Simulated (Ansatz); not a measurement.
An Ansatz (a quantum-chemistry and plane-wave program) run. Input:

Ansatz 0.2 input:
```yaml
crystal:
  lattice:
    - [4.4279250517, 0.0, 0.0]
    - [0.0, 4.4279250517, 0.0]
    - [0.0, 0.0, 2.8842651683]
  atoms:
    - { symbol: Ge, position: [0.0, 0.0, 0.0] }
    - { symbol: Ge, position: [0.5, 0.5, 0.5] }
    - { symbol: O, position: [0.3063046348, 0.3063046348, 0.0] }
    - { symbol: O, position: [0.1936953652, 0.8063046348, 0.5] }
    - { symbol: O, position: [0.6936953652, 0.6936953652, 0.0] }
    - { symbol: O, position: [0.8063046348, 0.1936953652, 0.5] }
kpoints:
  mp_grid: { grid: [6, 6, 8] }
basis: { xc_grid: 2 }
hamiltonian:
  xc: pbesol
  pseudopotentials: { kind: paw }
scf:
  occupations: { method: fixed }
output:
  optics: { e_range: [0.0, 15.0], de: 0.05, sigma: 0.1, bands: { spectra_wanted_up_to: 12 eV } }
```

Output (shortened):

```
output.optics: the spectra are integrated over the Brillouin zone by k·p interpolation around the k-points, where levels, occupations, output.optics.sigma and …
Pseudopotentials: kind: paw
Pseudopotential: Ge, paw, valence charge 14
Pseudopotential: O, paw, valence charge 6
Functional definition: PBEsol
Crystal: 6 atoms, lattice volume = 56.550 Å³
Basis set: ecut = 420 eV, 1121 PW (Γ), exchange–correlation on 60×60×40 points (8 copies of the dense FFT grid, shifted against one another)
Bands: 32, of which v1, the nominal top of the filled ones, is band 26 counted from 1 (25 counted from 0)
Symmetry: 16 space group operations
Space group: P42/mnm (ITA 136), of the structure as read, at distance tolerance 3.8e-5 Å
k-points: 50 of 288
PAW frozen core: Ge, regenerated for the run's functional, and the local potential with it
PAW frozen core: O, regenerated for the run's functional, and the local potential with it
Initial wavefunctions: pseudopotential atomic-orbital guess
Eigensolver: davidson
Functional: x = pbesol(κ = 0.804, μ = 0.12345679012345678), c = pbesol(β = 0.046)
SCF iter   1: F=—  HF=-10750.633116 eV  |F-HF|=—  |Δ(HF+E_count)|=         —  Δρ=1.60e-2  dr2=1.07e-1  ethr=1.77e-3  ⟨swp⟩=4.9  Hψ=5580  notcnv=0  defer=200
all-band conjugate gradients solve this SCF's bands
preconditioner: auto → Resta (q_TF=auto, 2.690 Å⁻¹)
SCF iter   2: F=—  HF=-10750.599891 eV  |F-HF|=—  |Δ(HF+E_count)|=   3.32e-2  Δρ=1.99e-3  dr2=1.29e-3  ethr=2.06e-4  ⟨swp⟩=2.0  Hψ=2493  notcnv=0  defer=200
SCF iter   3: F=—  HF=-10750.599899 eV  |F-HF|=—  |Δ(HF+E_count)|=   7.55e-6  Δρ=1.07e-3  dr2=3.56e-4  ethr=2.48e-6  ⟨swp⟩=2.0  Hψ=2519  notcnv=0  defer=200
SCF iter   4: F=—  HF=-10750.600012 eV  |F-HF|=—  |Δ(HF+E_count)|=   1.13e-4  Δρ=3.22e-4  dr2=3.93e-5  ethr=6.86e-7  ⟨swp⟩=2.0  Hψ=2813  notcnv=0  defer=92
SCF iter   5: F=—  HF=-10750.599950 eV  |F-HF|=—  |Δ(HF+E_count)|=   6.18e-5  Δρ=6.83e-5  dr2=2.30e-6  ethr=7.56e-8  ⟨swp⟩=3.0  Hψ=2779  notcnv=0  defer=88
SCF iter   6: F=—  HF=-10750.599953 eV  |F-HF|=—  |Δ(HF+E_count)|=   2.74e-6  Δρ=7.12e-6  dr2=2.01e-8  ethr=4.42e-9  ⟨swp⟩=2.0  Hψ=2312  notcnv=0  defer=88
SCF iter   7: F=—  HF=-10750.599953 eV  |F-HF|=—  |Δ(HF+E_count)|=   1.15e-8  Δρ=1.64e-6  dr2=1.43e-9  ethr=3.86e-11  ⟨swp⟩=2.2  Hψ=2637  notcnv=0  defer=88
SCF iter   8: F=—  HF=-10750.599953 eV  |F-HF|=—  |Δ(HF+E_count)|=  8.19e-10  Δρ=3.08e-7  dr2=4.42e-11  ethr=2.74e-12  ⟨swp⟩=2.0  Hψ=2146  notcnv=0  defer=88
SCF iter   9: F=-10750.599953 eV  HF=-10750.599953 eV  |F-HF|=0.00e0  |Δ(HF+E_count)|=  3.64e-11  Δρ=7.75e-8  dr2=3.65e-12  ethr=1.00e-12  ⟨swp⟩=7.9  Hψ=4727  notcnv=0
SCF 1 converged in 9 iterations: F = -10750.599953 eV  dr2 = 3.65e-12
NSCF: frozen V_eff on 50 k-points
Optics k sum: 0 of 50 k-points
Optics k sum: 3 of 50 k-points
Optics k sum: 5 of 50 k-points
Optics k sum: 8 of 50 k-points
Optics k sum: 10 of 50 k-points
Optics k sum: 13 of 50 k-points
Optics k sum: 15 of 50 k-points
Optics k sum: 18 of 50 k-points
Optics k sum: 20 of 50 k-points
Optics k sum: 23 of 50 k-points
Optics k sum: 25 of 50 k-points
Optics k sum: 28 of 50 k-points
Optics k sum: 30 of 50 k-points
Optics k sum: 33 of 50 k-points
Optics k sum: 35 of 50 k-points
Optics k sum: 38 of 50 k-points
Optics k sum: 40 of 50 k-points
Optics k sum: 43 of 50 k-points
Optics k sum: 45 of 50 k-points
Optics k sum: 48 of 50 k-points
Optics k sum: 50 of 50 k-points
Optics k sum: 0 of 50 k-points
Optics k sum: 3 of 50 k-points
Optics k sum: 5 of 50 k-points
Optics k sum: 8 of 50 k-points
Optics k sum: 10 of 50 k-points
Optics k sum: 13 of 50 k-points
Optics k sum: 15 of 50 k-points
Optics k sum: 18 of 50 k-points
Optics k sum: 20 of 50 k-points
Optics k sum: 23 of 50 k-points
Optics k sum: 25 of 50 k-points
Optics k sum: 28 of 50 k-points
Optics k sum: 30 of 50 k-points
Optics k sum: 33 of 50 k-points
Optics k sum: 35 of 50 k-points
Optics k sum: 38 of 50 k-points
Optics k sum: 40 of 50 k-points
Optics k sum: 43 of 50 k-points
Optics k sum: 45 of 50 k-points
Optics k sum: 48 of 50 k-points
Optics k sum: 50 of 50 k-points
output.optics: what the bands over the 44 summed would add to eps1, eps2 and the energy-loss function is held between a lower and an upper bound (7 Lanczos …
SCF converged after 9 iterations
Free energy (F): -10750.599953 eV
Harris-Foulkes:  -10750.599953 eV  (|F-HF|=0.00e0)
Internal energy: -10750.599953 eV  (E = F + TS)
E sigma→0 (E₀):  -10750.599953 eV
Fermi energy:    10.055360 eV
--- Per-component energies (eV) ---
  E_band       = -204.281940
  E_kinetic    = 929.700028
  E_local      = -5511.092629  (includes V_loc(G=0)·N_el)
  E_nonlocal   = 1049.174261
  E_hartree    = 2313.316572
  E_xc         = -439.972120
  E_vxc        = -502.652098  (∫ρ·V_xc dr)
  E_paw        = -4584.284137  (= ΣΔE_a)
  E_vpaw       = -796.055222  (= ΣTr[D̂ρ^β])
  E_aug_tail   = 0.010527  (compensation charges beyond the density's cutoff)
  E_ewald      = -4509.429478
  E_core_change = 1.977024  (= ΣΔE_core)
  E_smearing   =  0.000000  (= −TS)
  E_closure    =  0.000000  (closes the sum)
  Σ components = -10750.599953   (vs F -10750.599953, Δ=0.00e0)
  [band-id]    e_kinetic+e_local+e_nonlocal+2·e_hartree+e_vxc+e_vpaw+e_augmentation_tail = -204.281990   (vs E_band -204.281940, Δ=-5.01e-5)
--- Band table (eV; the first three rows and the last of 50) ---
  k-point 0: bands = ["-14.4646", "-14.2250", "-14.0880", "-14.0880", "-14.0802", "-14.0132", "-14.0110", "-13.9718", "-13.9649", "-13.9649", "-10.9184", "-7.9168", "-7.9168", "-7.0950", "-0.2090", "4.5855", "4.5855", "5.1418", "5.4838", "6.6975", "7.5991", "8.0322", "8.0322", "9.2306", "9.2306", "10.0554", "11.6209", "15.7006", "16.8419", "16.8419", "20.1205", "20.5294"]
  k-point 1: bands = ["-14.4271", "-14.1901", "-14.1338", "-14.1338", "-14.0661", "-14.0137", "-14.0079", "-13.9744", "-13.9744", "-13.9718", "-10.7568", "-7.7625", "-7.7625", "-7.1271", "-0.2354", "4.7609", "4.7609", "4.8145", "5.6482", "6.0792", "6.8888", "7.3145", "7.3145", "9.1931", "9.1931", "9.8951", "12.6394", "16.2974", "17.6696", "17.6696", "19.2211", "21.5958"]
  k-point 2: bands = ["-14.3353", "-14.2410", "-14.2410", "-14.1250", "-14.0275", "-14.0058", "-13.9998", "-13.9954", "-13.9954", "-13.9723", "-10.2754", "-7.3767", "-7.3767", "-7.3029", "-0.2721", "4.1318", "4.3678", "5.2115", "5.2115", "5.9722", "5.9722", "6.1243", "6.3482", "8.9385", "8.9385", "9.4167", "14.0988", "17.0990", "18.9398", "19.4069", "19.4069", "22.1403"]
  k-point 49: bands = ["-14.3876", "-14.3876", "-14.1627", "-14.1627", "-14.0245", "-14.0245", "-13.9780", "-13.9780", "-13.9486", "-13.9486", "-8.3332", "-8.3332", "-6.9398", "-6.9398", "-0.1676", "-0.1676", "3.2990", "3.2990", "6.4668", "6.4668", "6.4763", "6.4763", "8.6999", "8.6999", "8.8945", "8.8945", "14.4937", "14.4937", "19.6593", "19.6593", "21.6743", "21.6743"]
  band table: 32 of 32 bands, residual norms ≤ 1.0e-3 eV
```

Cost: roughly 90 core-seconds on shared cores.

Space group P4_2/mnm (rutile). The cell was relaxed with PBEsol under the symmetry of its start; of distortions, only those at the zone centre were tested. Scalar-relativistic: spin–orbit coupling is off unless named, which matters more the heavier the elements.

Potentials: the later of the program's two PAW sets.

Ansatz is a plane-wave DFT program.
